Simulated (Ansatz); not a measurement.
Crystal: CdS (Hawleyite).

```
Cd S
1.0
     0.00000    2.91650    2.91650
     2.91650    0.00000    2.91650
     2.91650    2.91650    0.00000
Cd S
1 1
Direct
  0.00000 0.00000 0.00000
  0.75000 0.75000 0.75000
```

Base run:

* Program: Ansatz 0.2.0
* Functional: BHLYP
* Potentials or basis: Ansatz PAW
* Cutoff: 420 eV
* Density cutoff: 1680 eV
* k mesh: 5 × 5 × 5
* Occupations: fermi-dirac, width 0.05 eV
* Spin: no spin polarisation

Its results: band gap on the k mesh 4.58 eV, direct.

The run is repeated on the same cell with these changes: functional from BHLYP to r2SCAN0; cutoff from 420 eV to 500 eV; density cutoff from 1680 eV to 2000 eV. What comes out?

Band gap on the k mesh 3.09 eV, direct.

Not every run made on this cell is shown here.
